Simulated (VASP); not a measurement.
# Zn (P6_3/mmc) in VASP: notebook

One crystal, Zn, is run at these levels: PBE+D3(BJ); tasks: relaxation of cell and atoms.

Program: VASP 6.6.1. These are calculated values, not measurements. Logs are shortened: lines on timing, memory, paths and dates and some standing lists are left out, and cuts for length are marked.

## (1) Starting point

Symmetry: P6_3/mmc, No. 194, hexagonal system. Conventional cell: a = 2.670 Å, b = 2.670 Å, c = 4.966 Å, α = 90.00°, β = 90.00°, γ = 120.00°. Around Zn (site symmetry -6m2) lie 12 Zn at 2.67 to 2.92 Å.

## (2) Relaxation of cell and atoms, PBE+D3(BJ)

INCAR

```
SYSTEM = Zn
PREC = Accurate ; ENCUT = 600
EDIFF = 1E-6 ; ISMEAR = 1
SIGMA = 0.1 ; LREAL = .False.
LASPH = .True. ; NELM = 80
ALGO = Normal ; ISIF = 3
LWAVE = .False. ; LCHARG = .False.
GGA = PE ; IVDW = 12
IBRION = 2 ; NSW = 90
EDIFFG = -0.01
```

KPOINTS

```
Automatic mesh
0
Gamma
  21 21 9
  0 0 0
```

POSCAR

```
Zn
1.0
    2.6700000000      0.0000000000      0.0000000000
   -1.3350000000      2.3122878281      0.0000000000
    0.0000000000      0.0000000000      4.9660000000
Zn
2
Direct
    0.3333333333      0.6666666667      0.2500000000
    0.6666666667      0.3333333333      0.7500000000
```

Potentials or basis: VASP PAW PBE potentials, release 64 (Zn).

The run is started by

```
> cat potpaw_PBE.64/Zn/POTCAR > POTCAR
> mpirun -np 1 vasp_std > vasp.out
```

OUTCAR:

```text
SYSTEM = Zn
   PREC = Accurate
   ENCUT = 600
   EDIFF = 1E-6
   ISMEAR = 1
   LREAL = .False.
   LASPH = .True.
   NELM = 80
   ISIF = 3
   GGA = PE
   IVDW = 12
   IBRION = 2
   NSW = 90
   EDIFFG = -0.01
 IVDW          = 12

 ion  position               nearest neighbor table
   1  0.333  0.667  0.250-   2 2.92   2 2.92   2 2.92   2 2.92   2 2.92   2 2.92
   2  0.667  0.333  0.750-   1 2.92   1 2.92   1 2.92   1 2.92   1 2.92   1 2.92

  LATTYP: Found a hexagonal cell.
 ALAT       =     2.6700000000
 C/A-ratio  =     1.8599250936

  Lattice vectors:

 A1 = (   2.6700000000,   0.0000000000,   0.0000000000)
 A2 = (  -1.3350000000,   2.3122878281,   0.0000000000)
 A3 = (   0.0000000000,   0.0000000000,   4.9660000000)

Analysis of symmetry for initial positions (statically):
=====================================================================
 Subroutine PRICEL returns:
 Original cell was already a primitive cell.

 Routine SETGRP: Setting up the symmetry group for a
 hexagonal supercell.

 Subroutine GETGRP returns: Found 24 space group operations
 (whereof 12 operations were pure point group operations)
 out of a pool of 24 trial point group operations.

The static configuration has the point symmetry D_3d.
 The point group associated with its full space group is D_6h.

Analysis of symmetry for dynamics (positions and initial velocities):
=====================================================================
 Subroutine PRICEL returns:
 Original cell was already a primitive cell.

 Routine SETGRP: Setting up the symmetry group for a
 hexagonal supercell.

 Subroutine GETGRP returns: Found 24 space group operations
 (whereof 12 operations were pure point group operations)
 out of a pool of 24 trial point group operations.

The dynamic configuration has the point symmetry D_3d.
 The point group associated with its full space group is D_6h.

 Subroutine INISYM returns: Found 24 space group operations
 (whereof 12 operations are pure point group operations),
 and found     1 'primitive' translations

----------------------------------------------------------------------------------------

                                     Primitive cell

  volume of cell :      30.6591

  direct lattice vectors                    reciprocal lattice vectors
     2.670000000  0.000000000  0.000000000     0.374531835  0.216236056  0.000000000
    -1.335000000  2.312287828  0.000000000     0.000000000  0.432472112  0.000000000
     0.000000000  0.000000000  4.966000000     0.000000000  0.000000000  0.201369311

  length of vectors
     2.670000000  2.670000000  4.966000000     0.432472112  0.432472112  0.201369311

  position of ions in fractional coordinates (direct lattice)
     0.333333333  0.666666667  0.250000000
     0.666666667  0.333333333  0.750000000

  ion indices of the primitive-cell ions
   primitive index   ion index
                 1           1
                 2           2

----------------------------------------------------------------------------------------

 KPOINTS: Automatic mesh

Automatic generation of k-mesh.
 Grid dimensions read from file:
 generate k-points for:   21   21    9

 Generating k-lattice:

  Cartesian coordinates                     Fractional coordinates (reciprocal lattice)
     0.017834849  0.010296955  0.000000000     0.047619048  0.000000000  0.000000000
     0.000000000  0.020593910  0.000000000     0.000000000  0.047619048  0.000000000
     0.000000000  0.000000000  0.022374368     0.000000000  0.000000000  0.111111111

  Length of vectors
     0.020593910  0.020593910  0.022374368

  Shift w.r.t. Gamma in fractional coordinates (k-lattice)
     0.000000000  0.000000000  0.000000000

 Subroutine IBZKPT returns following result:
 ===========================================

 Found    240 irreducible k-points:

 Following reciprocal coordinates:
            Coordinates               Weight
  0.000000  0.000000  0.000000      1.000000
  0.047619  0.000000  0.000000      6.000000
  0.095238  0.000000  0.000000      6.000000
  0.142857  0.000000  0.000000      6.000000
  0.190476  0.000000  0.000000      6.000000
  0.238095  0.000000  0.000000      6.000000
[... 16 lines left out ...]
  0.142857  0.095238  0.000000     12.000000
  0.190476  0.095238  0.000000     12.000000
 [... further k-points ...]
   k-points           NKPTS =    240   k-points in BZ     NKDIM =    240   number of bands    NBANDS=     16
   number of dos      NEDOS =    301   number of ions     NIONS =      2
   total plane-waves  NPLWV =  23040
   dimension x,y,z NGX =    24 NGY =   24 NGZ =   40
   dimension x,y,z NGXF=    48 NGYF=   48 NGZF=   80
   ions per type =               2
   NGX,Y,Z   is equivalent  to a cutoff of  14.94, 14.94, 13.39 a.u.
   NGXF,Y,Z  is equivalent  to a cutoff of  29.89, 29.89, 26.78 a.u.
 SYSTEM =  Zn
   PREC   = accura    normal or accurate (medium, high low for compatibility)
   ISTART =      0    job   : 0-new  1-cont  2-samecut
   ICHARG =      2    charge: 1-file 2-atom 10-const
   ISPIN  =      1    spin polarized calculation?
   LNONCOLLINEAR =      F non collinear calculations
   LSORBIT =      F    spin-orbit coupling
   LASPH  =      T    aspherical Exc in radial PAW
   ENCUT  =  600.0 eV  44.10 Ry    6.64 a.u.   5.33  5.33  9.92*2*pi/ulx,y,z
   NELM   =     80;   NELMIN=  2; NELMDL= -5     # of ELM steps
   EDIFF  = 0.1E-05   stopping-criterion for ELM
   LREAL  =      F    real-space projection
   EDIFFG = -.1E-01   stopping-criterion for IOM
   NSW    =     90    number of steps for IOM
   IBRION =      2    ionic relax: 0-MD 1-quasi-New 2-CG
   NFREE  =      1    steps in history (QN), initial steepest desc. (CG)
   ISIF   =      3    stress and relaxation
   ISYM   =      2    0-nonsym 1-usesym 2-fastsym
   POTIM  = 0.5000    time-step for ionic-motion
   TEBEG  =    0.0;   TEEND  =   0.0 temperature during run
   PSTRESS=    0.0 pullay stress
   NELECT =      24.0000    total number of electrons
   NUPDOWN=      -1.0000    fix difference up-down
   EMIN   =  10.00;   EMAX   =-10.00  energy-range for DOS
   EFERMI =   0.00;   METHOD = LEGACY
   ISMEAR =     1;   SIGMA  =   0.10  broadening in eV -4-tet -1-fermi 0-gaus
   EFERMI_NEDOS =   21; number of points for ismear=-14 and -15
   IALGO  =     38    algorithm
   IMIX   =      4    mixing-type and parameters
     AMIX     =   0.40;   BMIX     =  1.00
     AMIX_MAG =   1.60;   BMIX_MAG =  1.00
  volume/ion in A,a.u.               =      15.33       103.45
  Fermi-wavevector in a.u.,A,eV,Ry     =   1.508778  2.851177 30.972445  2.276410
  Thomas-Fermi vector in A             =   2.619187
   LORBIT       =      0    0 simple, 1 ext, 2 COOP (PROOUT), +10 PAW based schemes
   GGA     = PE    functional components
   LHFCALC =     F    Hartree Fock is set to
   AEXX    =    0.0000 exact exchange contribution
   IVDW    =    12    specifies the selected vdW correction
   LEPSILON=     F    determine dielectric tensor
   LRPA    =     F    only Hartree local field effects (RPA)
 conjugate gradient relaxation of ions
 non-spin polarized calculation
 Methfessel and Paxton  Order N= 1 SIGMA  =   0.10
  energy-cutoff  :      600.00
  volume of cell :       30.66
 maximum number of plane-waves:      1064
 NGX is ok and might be reduce to    24
   NGX = 11   NGY = 11   NGZ = 19

--------------------------------------- Ionic step        1  -------------------------------------------

 number of electron      24.0000003 magnetization

 Free energy of the ion-electron system (eV)
  ---------------------------------------------------
  ext. energy  EPLUGINS =         0.00000000
  ---------------------------------------------------
  free energy    TOTEN  =        -2.20949677 eV

  energy without entropy =       -2.20908459  energy(sigma->0) =       -2.20935938

------------------------ aborting loop because EDIFF is reached ----------------------------------------

 Edisp (eV)   -0.79797

 E8    (eV) :    -0.3356

  FORCE on cell =-STRESS in cart. coord.  units (eV):
  Direction    XX          YY          ZZ          XY          YZ          ZX
  --------------------------------------------------------------------------------------
  -------------------------------------------------------------------------------------
  Total      -1.09730    -1.09730    -0.65479     0.00000    -0.00000     0.00000
  in kB     -57.34259   -57.34259   -34.21804     0.00000    -0.00000     0.00000
  external pressure =      -49.63 kB  Pullay stress =        0.00 kB
[... 301 lines left out ...]
  energy  without entropy=       -3.0398460905  energy(sigma->0) =       -3.04012232

--------------------------------------- Ionic step        9  -------------------------------------------

 number of electron      23.9999998 magnetization

 Free energy of the ion-electron system (eV)
  ---------------------------------------------------
  ext. energy  EPLUGINS =         0.00000000
  ---------------------------------------------------
  free energy    TOTEN  =        -2.18545845 eV

  energy without entropy =       -2.18503609  energy(sigma->0) =       -2.18531766

 E-fermi :   3.5987     XC(G=0): -11.8620

 val. band max:        3.5957603391   @ k =   0.2381   0.1905   0.0000
 cond. band min:       3.6004375563   @ k =   0.2857   0.2857   0.3333
 fundamental gap:      0.0046772172
 Fermi energy:         3.5986766804

 k-point     1 :       0.0000    0.0000    0.0000
  band No.  band energies     occupation
      1      -7.3370      2.00000
      2      -5.3499      2.00000
      3      -4.5618      2.00000
      4      -4.3041      2.00000
      5      -4.3041      2.00000
      6      -4.2480      2.00000
[... 8 lines left out ...]
     15      21.3905      0.00000
     16      21.7817      0.00000
[... 420 lines left out ...]
  band No.  band energies     occupation
      1      -5.5644      2.00000
      2      -4.8195      2.00000
      3      -4.5074      2.00000
      4      -4.4406      2.00000
      5      -4.4023      2.00000
      6      -4.2017      2.00000
[... 8 lines left out ...]
     15      13.9500      0.00000
     16      17.2099      0.00000

 [... further k-points ...]

------------------------ aborting loop because EDIFF is reached ----------------------------------------

 Edisp (eV)   -0.85486

 E8    (eV) :    -0.3598

  FORCE on cell =-STRESS in cart. coord.  units (eV):
  Direction    XX          YY          ZZ          XY          YZ          ZX
  --------------------------------------------------------------------------------------
  -------------------------------------------------------------------------------------
  Total       0.00078     0.00078     0.00606    -0.00000    -0.00000     0.00000
  in kB       0.04336     0.04336     0.33852    -0.00000    -0.00000     0.00000
  external pressure =        0.14 kB  Pullay stress =        0.00 kB
[... 17 lines left out ...]
  FREE ENERGIE OF THE ION-ELECTRON SYSTEM (eV)
  ---------------------------------------------------
  free  energy   TOTEN  =        -3.0403210873 eV

  energy  without entropy=       -3.0398987233  energy(sigma->0) =       -3.04018030

 reached required accuracy - stopping structural energy minimisation
```

Wall time 3.2 min (1 thread of Intel Xeon 6975P-C (Granite Rapids), shared host); peak memory 0.27 GiB.

What came out:

| Property | Result |
| --- | --- |
| Free energy | -3.0403 eV |
| Relaxed volume | 14.34 Å³/atom |
| Relaxed cell | a = 2.612 Å, b = 2.612 Å, c = 4.854 Å, α = 90.00°, β = 90.00°, γ = 120.00° |
| Space group after relaxing (to 0.05 Å) | P6_3/mmc (No. 194) |
| Energy gained by relaxing | 16.4 meV/atom |
| Ionic steps | 9 |
| Pressure after relaxing | 0.0 GPa |
| Band gap on the k mesh | none (metal or under the smearing width) |
| Dispersion energy per atom | -0.427 eV |

The path:
| step | energy change (eV) | largest force (eV/Å) | pressure (GPa) | volume (Å³) |
| --- | --- | --- | --- | --- |
| 1 | 0.0000 | 0.0000 | -4.96 | 30.66 |
| 2 | -0.0319 | 0.0000 | 0.63 | 28.60 |
| 3 | -0.0324 | 0.0000 | -0.04 | 28.81 |
| 4 | -0.0324 | 0.0000 | -0.14 | 28.84 |
| 5 | -0.0326 | 0.0000 | -0.21 | 28.81 |
| 6 | -0.0328 | 0.0000 | -0.10 | 28.71 |
| 7 | -0.0328 | 0.0000 | -0.20 | 28.72 |
| 8 | -0.0328 | 0.0000 | 0.24 | 28.60 |
| 9 | -0.0329 | 0.0000 | 0.01 | 28.68 |

Final structure:
```
CELL_PARAMETERS angstrom
2.61220 0.00000 0.00000
-1.30610 2.26223 0.00000
0.00000 0.00000 4.85384
ATOMIC_POSITIONS crystal
Zn 0.33333 0.66667 0.25000
Zn 0.66667 0.33333 0.75000
```

Levels at points of the mesh, in eV from the Fermi level:
```
           k point  band 8  band 9  band 10  band 11  band 12  band 13  band 14  band 15  band 16
(0.00, 0.00, 0.00)   -7.48   -7.48    -7.25    -7.25    -4.00    -3.06    14.07    17.79    18.18
```

Caveat: pairwise dispersion overbinds metals, which lowers pressure and volume.

## (3) Relaxation of cell and atoms, PBE+D3(BJ)

This run uses another cell than the first one, of 14.34 Å³/atom, 0.936 times its volume.

INCAR

```
SYSTEM = Zn
PREC = Accurate ; ENCUT = 600
EDIFF = 1E-7 ; ISMEAR = 1
SIGMA = 0.1 ; LREAL = .False.
LASPH = .True. ; NELM = 80
ALGO = Normal ; ISIF = 3
LWAVE = .False. ; LCHARG = .False.
GGA = PE ; IVDW = 12
IBRION = 2 ; NSW = 90
EDIFFG = -0.005
```

KPOINTS is that of step 2.

POSCAR

```
Zn                                      
1.0
    2.6122008563      0.0000000000     -0.0000000000
   -1.3061004282      2.2622323013      0.0000000000
    0.0000000000      0.0000000000      4.8538427147
  Zn            
     2
Direct
     0.3333333332999970    0.6666666667000030    0.2500000000000000
     0.6666666667000030    0.3333333332999970    0.7500000000000000
```

Potentials or basis: VASP PAW PBE potentials, release 64 (Zn).

The run is started by

```
> cat potpaw_PBE.64/Zn/POTCAR > POTCAR
> mpirun -np 1 vasp_std > vasp.out
```

OUTCAR:

```text
SYSTEM = Zn
   PREC = Accurate
   ENCUT = 600
   EDIFF = 1E-7
   ISMEAR = 1
   LREAL = .False.
   LASPH = .True.
   NELM = 80
   ISIF = 3
   GGA = PE
   IVDW = 12
   IBRION = 2
   NSW = 90
   EDIFFG = -0.005
 IVDW          = 12

 ion  position               nearest neighbor table
   1  0.333  0.667  0.250-   2 2.86   2 2.86   2 2.86   2 2.86   2 2.86   2 2.86
   2  0.667  0.333  0.750-   1 2.86   1 2.86   1 2.86   1 2.86   1 2.86   1 2.86
[... 656 lines left out ...]

 Edisp (eV)   -0.85486

 E8    (eV) :    -0.3598

  FORCE on cell =-STRESS in cart. coord.  units (eV):
  Direction    XX          YY          ZZ          XY          YZ          ZX
  --------------------------------------------------------------------------------------
  -------------------------------------------------------------------------------------
  Total      -0.00125    -0.00125     0.00521     0.00000    -0.00000     0.00000
  in kB      -0.06984    -0.06984     0.29118     0.00000    -0.00000     0.00000
  external pressure =        0.05 kB  Pullay stress =        0.00 kB

 VOLUME and BASIS-vectors are now :
 -----------------------------------------------------------------------------
  energy-cutoff  :      600.00
  volume of cell :       28.68
      direct lattice vectors                 reciprocal lattice vectors
     2.612200856  0.000000000  0.000000000     0.382818954  0.221020626  0.000000000
    -1.306100428  2.262232301  0.000000000     0.000000000  0.442041253  0.000000000
     0.000000000  0.000000000  4.853842715     0.000000000  0.000000000  0.206022333

 POSITION                                       TOTAL-FORCE (eV/Angst)
 -----------------------------------------------------------------------------------
     -0.00000      1.50815      1.21346         0.000000      0.000000      0.000000
      1.30610      0.75408      3.64038        -0.000000     -0.000000      0.000000
 -----------------------------------------------------------------------------------
    total drift:                               -0.000000      0.000000      0.000000

  FREE ENERGIE OF THE ION-ELECTRON SYSTEM (eV)
  ---------------------------------------------------
  free  energy   TOTEN  =        -3.0394444171 eV

  energy  without entropy=       -3.0390220473  energy(sigma->0) =       -3.03930363

 reached required accuracy - stopping structural energy minimisation
```

CONTCAR:

```text
Zn
   1.00000000000000
     2.6122008562999999    0.0000000000000000    0.0000000000000000
    -1.3061004281999999    2.2622323013000001    0.0000000000000000
     0.0000000000000000    0.0000000000000000    4.8538427146999998
  Zn
     2
Direct
     0.3333333332999970    0.6666666667000030    0.2500000000000000
     0.6666666667000030    0.3333333332999970    0.7500000000000000

  0.00000000E+00  0.00000000E+00  0.00000000E+00
  0.00000000E+00  0.00000000E+00  0.00000000E+00
```

Run time: 38 s. Hardware: 1 thread of Intel Xeon 6975P-C (Granite Rapids), shared host; peak memory 0.25 GiB.

What came out:

| Item | Value |
| --- | --- |
| Free energy | -3.0394 eV |
| Pressure after relaxing | 0.0 GPa |
| Band gap on the k mesh | none (metal or under the smearing width) |
| Dispersion energy per atom | -0.427 eV |

Final structure:
```cif
data_structure
_symmetry_space_group_name_H-M 'P 1'
_symmetry_Int_Tables_number 1
_cell_length_a 2.6122
_cell_length_b 2.6122
_cell_length_c 4.8538
_cell_angle_alpha 90.000
_cell_angle_beta 90.000
_cell_angle_gamma 120.000
_cell_volume 28.68
loop_
_atom_site_label
_atom_site_type_symbol
_atom_site_fract_x
_atom_site_fract_y
_atom_site_fract_z
_atom_site_occupancy
Zn1 Zn 0.33333 0.66667 0.25000 1
Zn2 Zn 0.66667 0.33333 0.75000 1
```

Levels at points of the mesh, in eV from the Fermi level:
```
           k point  band 10  band 11  band 12  band 13  band 14  band 15
(0.00, 0.00, 0.00)    -7.25    -7.25    -4.00    -3.06    14.07    17.79
```

Caveat: the relaxation stopped at its first step, so nothing moved; pairwise dispersion overbinds metals, which lowers pressure and volume.
